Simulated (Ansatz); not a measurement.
# SiO2: pressure against volume

SiO2, P6_222, a = 5.059 Å, c = 5.542 Å. This isn't the usual stable structure of the compound. Ansatz: r2SCAN, PAW, 500 eV, Γ-centred 6×6×4 mesh on 9 atoms, Gaussian smearing 0.02 eV; no spin polarisation. Shape and atoms are relaxed at each volume; pressure is positive in compression.

| V (Å³/atom) | P (GPa) |
| --- | --- |
| 12.826 | 9.60 |
| 13.236 | 4.59 |
| 13.645 | 0.01 |
| 14.055 | -4.08 |
| 14.464 | ? |

Take V0 = 13.645 Å³/atom, count pressures from its P0 = 0.01 GPa, fit the third-order Birch–Murnaghan form to the other rows, and predict the missing pressure.

With the Eulerian strain f = ½[(V0/V)^(2/3) − 1] and y = (P − P0)/[3f(1 + 2f)^(5/2)], the form is the line y = B0 + 1.5 B0 (B0′ − 4) f. Rows (f, y): 0.02106, 136.9; 0.01025, 141.6; -0.00977, 146.6. Means f = 0.007180, y = 141.70; Σ(Δf)² = 0.0004894, ΣΔfΔy = -0.1500; the slope is their ratio. y = 143.9 − 306.5 f GPa, so B0 = 143.9 GPa and B0′ = 4 + 2 × (-306.5)/(3 × 143.9) = 2.58. At V = 14.464, f = -0.01906, y = 149.74 and P = -7.76 GPa. The run gave -7.79 GPa, so the fit is 0.03 GPa too high, within twice the rms miss on the fitted rows (0.03 GPa). The form still works here, 33 % of the fitted range beyond its end.

Cost: 5 runs of about 6.7 core-minutes in all, on Arm Neoverse V1 (shared hosts).